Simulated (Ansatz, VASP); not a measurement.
## GaP in two plane-wave programs

One calculation is typed for both programs; each brings its own data sets. How far apart do they land? The cell is taken from a series of runs on this material, whose earlier steps may have relaxed, scaled, displaced or heated it; both programs get it as it stands.

Program: Ansatz 0.2.0. Level of theory: plane waves, with VASP 6.6.1 beside it; single point at LDA. Results are calculated unless marked as measured.

## Step 1: The structure

Symmetry: Imm2, No. 44, orthorhombic system. Conventional cell: a = 3.835 Å, b = 3.873 Å, c = 5.423 Å, α = 90.00°, β = 90.00°, γ = 90.00°. Nearest to Ga lie 4 P at 2.35 to 2.36 Å. P has 4 Ga at 2.35 to 2.36 Å nearest. Farther neighbours are not listed.

As a file:

```xyz
2
Lattice="-1.9174 -2.7116 1.9367 1.9174 -2.7116 1.9367 0.0000 0.0000 3.8734" Properties=species:S:1:pos:R:3 pbc="T T T"
Ga    0.0000   -5.4197    3.8734
P     0.0000   -4.0710    5.8100
```

## Step 2: VASP: single point, LDA, pair 1

With cell and atoms fixed, the geometry can't cause a difference; cores, projectors, grids and the points listed under the comparison can.

Lines of VASP's logs that name or quote its potential files are left out, and so is its time.

Input file INCAR:

```
SYSTEM = GaP
PREC = Accurate
ENCUT = 500
EDIFF = 1E-06
NELM = 120
ISMEAR = -1
SIGMA = 0.02
LREAL = .FALSE.
ALGO = Normal
GGA = PW92
NBANDS = 15
LORBIT = 11
LWAVE = .FALSE.
LCHARG = .FALSE.
ISIF = 2
LASPH = .TRUE.
GGA_COMPAT = .FALSE.
EFERMI = MIDGAP
KPAR = 2
```

Input file POSCAR:

```
GaP
1.0
   -1.9174075462     -2.7116237482      1.9366779713
    1.9174075462     -2.7116237482      1.9366779713
    0.0000000000      0.0000000036      3.8733559375
Ga P
1 1
Direct
    0.9993451652      0.9993451652      0.0006548348
    0.7506548348      0.7506548348      0.7493451652
```

Input file KPOINTS:

```
Automatic mesh
0
Gamma
8 8 8
0 0 0
```

The projector-augmented-wave data sets are Ga_d and P (LDA family, release 64).

Launch:

```
$ mpirun -np 2 vasp_std
```

Numbers of over 12 decimals in the logs are rounded to 6 here.

Output:

```text
[banner, memory and clock lines left out]
running    2 mpi-ranks, on    1 nodes
 distrk:  each k-point on    1 cores,    2 groups
 distr:  one band on    1 cores,    1 groups

 POSCAR found type information on POSCAR GaP
 POSCAR found :  2 types and       2 ions
|                                                                             |
|               ----> ADVICE to this user running VASP <----                  |
|                                                                             |
|     You enforced a specific xc type in the INCAR file but a different       |
|     [... a line on the potential file left out ...]
|     I HOPE YOU KNOW WHAT YOU ARE DOING!                                     |
|                                                                             |

 LDA part: xc-table for (Slater(with rela. corr.)+PW92), standard interpolation
 POSCAR, INCAR and KPOINTS ok, starting setup
 FFT: planning ... GRIDC
 FFT: planning ... GRID_SOFT
 FFT: planning ... GRID
 WAVECAR not read
 entering main loop
       N       E                     dE             d eps       ncg     rms          rms(c)
DAV:   1     0.790942620275E+02    0.79094E+02   -0.89628E+03  2937   0.169E+03
DAV:   2    -0.435483860431E+01   -0.83449E+02   -0.79678E+02  3200   0.318E+02
DAV:   3    -0.106483514898E+02   -0.62935E+01   -0.62684E+01  3452   0.692E+01
DAV:   4    -0.107576888693E+02   -0.10934E+00   -0.10930E+00  3631   0.988E+00
DAV:   5    -0.107599493514E+02   -0.22605E-02   -0.22603E-02  3594   0.124E+00    0.433E+00
DAV:   6    -0.104899352304E+02    0.27001E+00   -0.38274E-01  4457   0.109E+01    0.278E+00
DAV:   7    -0.104422790550E+02    0.47656E-01   -0.88541E-02  3718   0.214E+00    0.104E+00
DAV:   8    -0.104375603924E+02    0.47187E-02   -0.11849E-02  3573   0.126E+00    0.190E-01
DAV:   9    -0.104375309782E+02    0.29414E-04   -0.10258E-03  4318   0.428E-01    0.639E-02
DAV:  10    -0.104375309417E+02    0.36515E-07   -0.49511E-05  4443   0.823E-02    0.259E-02
DAV:  11    -0.104375372258E+02   -0.62841E-05   -0.84003E-06  3591   0.440E-02    0.704E-03
DAV:  12    -0.104375370251E+02    0.20068E-06   -0.46771E-07  2426   0.773E-03
   1 F= -.10437537E+02 E0= -.10437537E+02  d E =-.544978E-17
```

Parts of OUTCAR (step 2):

```text
ion  position               nearest neighbor table
   1  0.999  0.999  0.001-   2 2.35   2 2.35   2 2.36   2 2.36
   2  0.751  0.751  0.749-   1 2.35   1 2.35   1 2.36   1 2.36

  LATTYP: Found a body centered orthorhombic cell.
 ALAT       =     3.8348150924
 B/A-ratio  =     1.0100502486
 C/A-ratio  =     1.4142135590

 Subroutine GETGRP returns: Found  4 space group operations
 (whereof  4 operations were pure point group operations)

The static configuration has the point symmetry C_2v.

 Found     95 irreducible k-points:

   k-points           NKPTS =     95   k-points in BZ     NKDIM =     95   number of bands    NBANDS=     15

   dimension x,y,z NGX =    28 NGY =   28 NGZ =   28
   dimension x,y,z NGXF=    56 NGYF=   56 NGZF=   56

   ENCUT  =  500.0 eV  36.75 Ry    6.06 a.u.   7.01  7.01  7.06*2*pi/ulx,y,z

   NELECT =      18.0000    total number of electrons

 k-points in reciprocal lattice and weights: Automatic mesh
   0.00000000  0.00000000  0.00000000       0.002
   0.12500000  0.00000000  0.00000000       0.008
   0.25000000  0.00000000  0.00000000       0.008
   0.37500000  0.00000000  0.00000000       0.008
   0.50000000  0.00000000  0.00000000       0.004
   0.12500000  0.12500000  0.00000000       0.004
   0.25000000  0.12500000  0.00000000       0.008
   0.37500000  0.12500000  0.00000000       0.008
   0.50000000  0.12500000 -0.00000000       0.008
[...]
0.25000000  0.25000000  0.50000000       0.004
  -0.25000000  0.25000000  0.50000000       0.004

 average (electrostatic) potential at core
       1 -66.5268       2 -84.5851

 E-fermi :   5.2928

 k-point     1 :       0.0000    0.0000    0.0000
  band No.  band energies     occupation
    ...
      5     -10.0592      2.00000
      6      -7.9856      2.00000
      7       4.5155      2.00000
      8       4.5792      2.00000
      9       4.5893      2.00000
     10       6.2343      0.00000
     11       8.2999      0.00000
     12       8.3515      0.00000
     13       8.4177      0.00000
     14      13.0790      0.00000
    ...

 k-point     2 :       0.1250    0.0000    0.0000
  band No.  band energies     occupation
    ...
      5     -10.0593      2.00000
      6      -7.7804      2.00000
      7       2.9207      2.00000
      8       4.2761      2.00000
      9       4.3438      2.00000
     10       6.8535      0.00000
     11       8.6605      0.00000
     12       8.7319      0.00000
     13       8.9610      0.00000
     14      13.6419      0.00000
    ...

 k-point     3 :       0.2500    0.0000    0.0000
  band No.  band energies     occupation
    ...
      5     -10.0580      2.00000
      6      -7.1965      2.00000
      7       0.6485      2.00000
      8       3.8305      2.00000
      9       3.8991      2.00000
     10       6.5390      0.00000
     11       9.1742      0.00000
     12       9.2434      0.00000
     13      10.7987      0.00000
     14      13.4376      0.00000
    ...

  Total       -0.4471819     -0.5225830     -0.7905289      0.0000000     -0.0000000      0.0000000
  in kB      -17.7882626    -20.7876131    -31.4461184      0.0000000     -0.0000000      0.0000000
  external PRESSURE =     -23.3406647 kB  Pullay stress =       0.0000000 kB

  energy-cutoff  :      500.00
  volume of cell :       40.28
      direct lattice vectors                 reciprocal lattice vectors
    -1.917407546 -2.711623748  1.936677971    -0.260768766 -0.184391363  0.000000000
     1.917407546 -2.711623748  1.936677971     0.260768766 -0.184391363  0.000000000
     0.000000000  0.000000004  3.873355937     0.000000000  0.184391364  0.258174053

 POSITION                                       TOTAL-FORCE (eV/Angst)
 -----------------------------------------------------------------------------------
      0.00000     -5.41970      3.87336         0.000000     -0.000124      0.000000
      0.00000     -4.07099      5.81003         0.000000      0.000124     -0.000000
 -----------------------------------------------------------------------------------
    total drift:                               -0.000000     -0.000325     -0.000001

  FREE ENERGIE OF THE ION-ELECTRON SYSTEM (eV)
  ---------------------------------------------------
  free  energy   TOTEN  =       -10.4375370251 eV

  energy  without entropy=      -10.4375370251  energy(sigma->0) =      -10.43753703

 total charge
# of ion       s       p       d       tot
------------------------------------------
    1        0.876   0.865  10.012  11.752
    2        1.024   1.517   0.000   2.541
--------------------------------------------------
tot          1.900   2.382  10.012  14.293

[... 3 further parts left out ...]
```

The run ends at a pressure of -2.33 GPa, with forces up to 1.2e-4 eV/Å.

## Step 3: Ansatz: single point, LDA, pair 1

Ansatz runs on its default PAW (the set named soft_2) files.

The same cell, functional (in two slightly different forms), mesh and smearing now go to Ansatz, which takes its cutoff from its data sets.

Input file input.yaml:

```yaml
crystal:
  lattice:
    - [-1.9174075462, -2.7116237482, 1.9366779713]
    - [1.9174075462, -2.7116237482, 1.9366779713]
    - [0.0, 3.6e-09, 3.8733559375]
  atoms:
    - { symbol: Ga, position: [-0.0006548348, -0.0006548348, 0.0006548348] }
    - { symbol: P, position: [0.7506548348, 0.7506548348, 0.7493451652] }
kpoints:
  mp_grid: { grid: [8, 8, 8] }
hamiltonian:
  xc: lda
scf:
  occupations: { method: fermi_dirac, width: 0.02 }
  n_extra_bands: 4
output:
  eigenvalues: true
  forces: true
  stress: true
```

Launch:

```
$ ansatz run input.yaml --threads 8 --pin off --max-ram 18432MiB --backend cpu --events-out ev --progress --plain --runs-dir out
```

Output:

```text
scf.n_extra_bands = 4 over 9 filled bands (N_el = 18.0): the run solves 13 bands
Engine: ansatz 0.2.0, x86_64-unknown-linux-gnu
Pseudopotentials: kind: paw
Pseudopotential: Ga, paw, valence charge 13, recommended cutoff 420 eV (normal), Ga.paw.azcp
Pseudopotential: P, paw, valence charge 5, recommended cutoff 420 eV (normal), P.paw.azcp
Functional definition: SPW92
  exchange = slater_x
  correlation = pw_c
Crystal: 2 atoms, lattice volume = 40.277 Å³
Basis set: ecut = 420 eV, 773 PW (Γ)
Bands: 13, of which v1, the nominal top of the filled ones, is band 9 counted from 1 (8 counted from 0)
Symmetry: 4 space group operations
Space group: Imm2 (ITA 44), of the structure as read, at distance tolerance 3.4e-5 Å
k-points: 95 of 512 (time reversal used)
Non-local potential: Ga, projectors of the file, l = 0: 2, l = 1: 2, l = 2: 3, l = 3: 1
Non-local potential: P, projectors of the file, l = 0: 2, l = 1: 2, l = 2: 2
PAW form: soft (Blöchl's): semilocal exchange-correlation on the pseudo side does not see the compensation charge
PAW frozen core: Ga, regenerated for the run's functional, and the local potential with it (the file was generated under x = pbe(κ = 0.804, μ = 0.219515), c = pbe(β = 0.066725))
PAW frozen core: P, regenerated for the run's functional, and the local potential with it (the file was generated under x = pbe(κ = 0.804, μ = 0.219515), c = pbe(β = 0.066725))
PAW one-centre angular grid: Ga, 590 points (default); XC on 64 Gauss nodes
PAW one-centre angular grid: P, 110 points (default); XC on 64 Gauss nodes
Initial density: superposition of atomic densities (neutral atoms: chi_scale 0, normalization atom), corrected by the library's trained network
Initial wavefunctions: pseudopotential atomic-orbital guess
Functional: x = slater, c = lda
SCF iter   1: F=—  HF=-4433.762463 eV  |F-HF|=—  |Δ(HF+E_count)|=         —  Δρ=6.35e-3  dr2=1.67e-2  ethr=1.77e-3  ⟨swp⟩=6.6  Hψ=8434  notcnv=0
preconditioner: auto → none  [insulator: Δε(μ)=1.345 eV  Ē_g=15.522 eV  σ=0.020 eV  W_gap=1.00  n_scr=14 (ndim 8)  ℏωp=24.8 eV  f_vac=0.011  D(μ)=0.00/eV (n_scr^D=0)  ε∞_Penn≈3.6]
SCF iter   2: F=—  HF=-4433.756764 eV  |F-HF|=—  |Δ(HF+E_count)|=   5.70e-3  Δρ=3.05e-3  dr2=1.67e-3  ethr=9.26e-5  ⟨swp⟩=3.1  Hψ=2772  notcnv=0
SCF iter   3: F=—  HF=-4433.756332 eV  |F-HF|=—  |Δ(HF+E_count)|=   4.32e-4  Δρ=9.84e-4  dr2=2.94e-4  ethr=9.25e-6  ⟨swp⟩=2.0  Hψ=2470  notcnv=0
SCF iter   4: F=—  HF=-4433.756229 eV  |F-HF|=—  |Δ(HF+E_count)|=   1.03e-4  Δρ=3.69e-4  dr2=2.48e-5  ethr=1.64e-6  ⟨swp⟩=2.0  Hψ=2315  notcnv=0
SCF iter   5: F=—  HF=-4433.756225 eV  |F-HF|=—  |Δ(HF+E_count)|=   3.90e-6  Δρ=1.97e-5  dr2=1.00e-7  ethr=1.38e-7  ⟨swp⟩=2.9  Hψ=2120  notcnv=0
SCF iter   6: F=-4433.756225 eV  HF=-4433.756225 eV  |F-HF|=5.81e-9  |Δ(HF+E_count)|=   1.27e-8  Δρ=3.97e-6  dr2=7.34e-9  ethr=5.56e-10  ⟨swp⟩=6.9  Hψ=6232  notcnv=0
SCF 1 converged in 6 iterations: F = -4433.756225 eV  dr2 = 7.34e-9
  greatest PAW one-centre occupation: 0.994 electrons in one spin orbital (limit 2), on the Ga atom at site 0 (counted from 0), in its partial waves of l = 2
SCF converged after 6 iterations
Free energy (F): -4433.756225 eV
Harris-Foulkes:  -4433.756225 eV  (|F-HF|=5.81e-9)
Internal energy: -4433.756225 eV  (E = F + TS)
E sigma→0 (E₀):  -4433.756225 eV
Fermi energy:    7.630291 eV
--- Per-component energies (eV) ---
  E_band       = -63.518930
  E_kinetic    = 186.795799
  E_local      = -2202.545487  (includes V_loc(G=0)·N_el)
  E_nonlocal   = 462.008026
  E_hartree    = 1016.116924
  E_xc         = -130.180520
  E_vxc        = -119.738082  (∫ρ·V_xc dr)
  E_paw        = -2452.943486  (= ΣΔE_a)
  E_vpaw       = -422.275714  (= ΣTr[D̂ρ^β])
  E_aug_tail   = -0.000117  (compensation charges beyond the density's cutoff)
  E_ewald      = -1314.853195
  E_core_change = 1.845831  (= ΣΔE_core)
  E_smearing   = -0.000000  (= −TS)
  E_closure    = -0.000000  (closes the sum)
  Σ components = -4433.756225   (vs F -4433.756225, Δ=0.00e0)
--- Forces (eV/Å), atoms counted from 1 ---
  atom   1  Ga     0.00000000    -0.00001529     0.00000000
  atom   2  P     -0.00000000     0.00001554    -0.00000000
  max |Σ_I F_I| component: 2.46e-7 eV/Å
--- Stress (GPa, compression-positive) ---
       -1.798664       0.000000      -0.000000
        0.000000      -2.098233      -0.000000
       -0.000000      -0.000000      -3.161142
  P = ⅓ Tr σ = -2.3527 GPa (-23.527 kbar)
--- Band table (eV; the first three rows and the last of 95) ---
  k-point 0: bands = [... 5 lower, -5.6525, 6.8589, 6.9225, 6.9325, 8.5510, 10.6355, 10.6870, 10.7532]
  k-point 1: bands = [... 5 lower, -5.4507, 5.1951, 6.6733, 6.6961, 9.2396, 11.0141, 11.0995, 11.2224]
  k-point 2: bands = [... 5 lower, -4.8772, 2.9292, 6.2454, 6.2526, 8.9519, 11.5440, 11.5888, 13.0871]
  k-point 94: bands = [... 5 lower, -2.6144, 0.0533, 4.0960, 4.2157, 8.3378, 8.5782, 17.3444, 17.3892]
```

In the SCF lines HF is the Harris–Foulkes energy and dr2 the Hartree energy of the density residual, in eV; the loop may stop once dr2 is under the threshold and the program's other checks hold. Hψ counts applications of the Hamiltonian.

The run ends at a pressure of -2.35 GPa.

## Step 4: Side by side

Known differences besides the potentials themselves: the cutoff is 420 eV in Ansatz and 500 eV in VASP; VASP's log shows a relativistic correction to its local exchange, Ansatz's none. Total energies have different zeros and are not compared.

The two programs side by side:

| quantity | Ansatz | VASP | difference |
| --- | --- | --- | --- |
| pressure (GPa) | -2.35 | -2.33 | -0.02 |
| gap on the k mesh (eV) | 1.405 | 1.407 | -0.002 |

A gap on the mesh is an upper bound, since the band edges may lie between its points.

## Step 5: Ansatz: single point, LDA, pair 2

A single point gives forces, pressure and levels at one fixed geometry, so differences don't come from the geometry; what else differs is listed under the comparison. The cell compared in this pair holds 40.17 Å³, against 40.28 Å³ for the pair before.

The cell is taken from a series of runs on this material, whose earlier steps may have relaxed, scaled, displaced or heated it; both programs get it as it stands.

input.yaml, the sections that differ from step 3:

```yaml
crystal:
  lattice:
    - [-1.9174075462, -2.7116237482, 1.9316910294]
    - [1.9174075462, -2.7116237482, 1.9316910294]
    - [0.0, 3.5e-09, 3.8633820539]
  atoms:
    - { symbol: Ga, position: [-0.0004898466, -0.0004898466, 0.0004898466] }
    - { symbol: P, position: [0.7504898466, 0.7504898466, 0.7495101534] }
# kpoints, hamiltonian, scf, output: as in step 3
```

Output:

```text
[...]
Crystal: 2 atoms, lattice volume = 40.174 Å³
Basis set: ecut = 420 eV, 757 PW (Γ)
Bands: 13, of which v1, the nominal top of the filled ones, is band 9 counted from 1 (8 counted from 0)
[... 1 set-up line as in the run before ...]
[...]
k-points: 95 of 512 (time reversal used)
[...]
--- Band table (eV; the first three rows and the last of 95) ---
  k-point 0: bands = [... 5 lower, -5.6393, 6.9031, 6.9510, 6.9583, 8.6069, 10.6813, 10.7190, 10.7689]
  k-point 1: bands = [... 5 lower, -5.4363, 5.2356, 6.7038, 6.7210, 9.2799, 11.0563, 11.1185, 11.2669]
  k-point 2: bands = [... 5 lower, -4.8596, 2.9632, 6.2712, 6.2767, 8.9830, 11.5815, 11.6139, 13.1380]
  k-point 94: bands = [... 5 lower, -2.5929, 0.0682, 4.1405, 4.2299, 8.3844, 8.6033, 17.4025, 17.4357]
[key lines of the parts left out:]
SCF converged after 6 iterations
Free energy (F): -4433.758140 eV
Fermi energy:    7.664676 eV
P = ⅓ Tr σ = -2.1471 GPa (-21.471 kbar)
```

The run ends at a pressure of -2.15 GPa.

## Step 6: VASP: single point, LDA, pair 2

The same cell, functional (in two slightly different forms), mesh and smearing now go to VASP, with its own data sets.

INCAR is that of step 2.

Input file POSCAR:

```
GaP
1.0
   -1.9174075462     -2.7116237482      1.9316910294
    1.9174075462     -2.7116237482      1.9316910294
    0.0000000000      0.0000000035      3.8633820539
Ga P
1 1
Direct
    0.9995101534      0.9995101534      0.0004898466
    0.7504898466      0.7504898466      0.7495101534
```

KPOINTS is that of step 2.

Launch:

```
$ mpirun -np 2 vasp_std
```

Output:

```text
[banner, memory and clock lines left out]
running    2 mpi-ranks, on    1 nodes
[...]
[... a notice as in an earlier step ...]

 LDA part: xc-table for (Slater(with rela. corr.)+PW92), standard interpolation
 POSCAR, INCAR and KPOINTS ok, starting setup
[...]
entering main loop
       N       E                     dE             d eps       ncg     rms          rms(c)
DAV:   1     0.794935559450E+02    0.79494E+02   -0.89545E+03  2938   0.168E+03
DAV:   2    -0.437847883019E+01   -0.83872E+02   -0.79954E+02  3214   0.318E+02
DAV:   3    -0.106545606864E+02   -0.62761E+01   -0.62522E+01  3620   0.691E+01
DAV:   4    -0.107606340788E+02   -0.10607E+00   -0.10604E+00  3483   0.976E+00
[...]
DAV:  10    -0.104393919115E+02    0.92135E-07   -0.50170E-05  4442   0.831E-02    0.259E-02
DAV:  11    -0.104393981575E+02   -0.62459E-05   -0.84230E-06  3682   0.441E-02    0.700E-03
DAV:  12    -0.104393979605E+02    0.19700E-06   -0.45393E-07  2363   0.772E-03
   1 F= -.10439398E+02 E0= -.10439398E+02  d E =-.408962E-17
```

OUTCAR, selected parts (step 6):

```text
  Total       -0.4298299     -0.4858086     -0.6851663      0.0000000     -0.0000000      0.0000000
  in kB      -17.1421644    -19.3746694    -27.3253087      0.0000000     -0.0000000      0.0000000
  external PRESSURE =     -21.2807142 kB  Pullay stress =       0.0000000 kB

 POSITION                                       TOTAL-FORCE (eV/Angst)
 -----------------------------------------------------------------------------------
      0.00000     -5.42059      3.86338         0.000000     -0.000078      0.000000
      0.00000     -4.07009      5.79507         0.000000      0.000078     -0.000000
 -----------------------------------------------------------------------------------
    total drift:                               -0.000000     -0.000262     -0.000001

  FREE ENERGIE OF THE ION-ELECTRON SYSTEM (eV)
  ---------------------------------------------------
  free  energy   TOTEN  =       -10.4393979605 eV

  energy  without entropy=      -10.4393979605  energy(sigma->0) =      -10.43939796

[... 1 part as in an earlier step ...]

[... 2 further parts left out ...]
[key lines of the parts left out:]
E-fermi :   5.3229
```

The run ends at a pressure of -2.13 GPa.

## Step 7: Side by side

Both answers:

| quantity | Ansatz | VASP | difference |
| --- | --- | --- | --- |
| pressure (GPa) | -2.15 | -2.13 | -0.02 |
| gap on the k mesh (eV) | 1.426 | 1.428 | -0.002 |

A gap on the mesh is an upper bound, since the band edges may lie between its points.

## Step 8: Results

```yaml
difference_in_gap_on_the_k_mesh_single_point_lda_pair_1: -0.0017 eV
difference_in_gap_on_the_k_mesh_single_point_lda_pair_2: -0.0018 eV
```

In words: The difference in gap on the k mesh is -0.0018 eV (single point, LDA, pair 2), within the 0.08 eV picked in this series as the mark of a large difference. 6 further runs of this series are not shown here. Such differences can come from data sets, numerical settings and the points named under the comparisons, not from the functional's error against experiment.

[Lines on the potential files, build, host, timing and source positions are cut from VASP's logs without a mark.]

[Logs are printed without paths, hosts, clocks, repeated set-up lines and the standing remarks that a program may print on its own settings, such as how far it seeks lower states.]

[Hosts, paths, dates, database ids (printed as entryN), source tags and the programs' standing remarks are cut or masked in the printed files.]
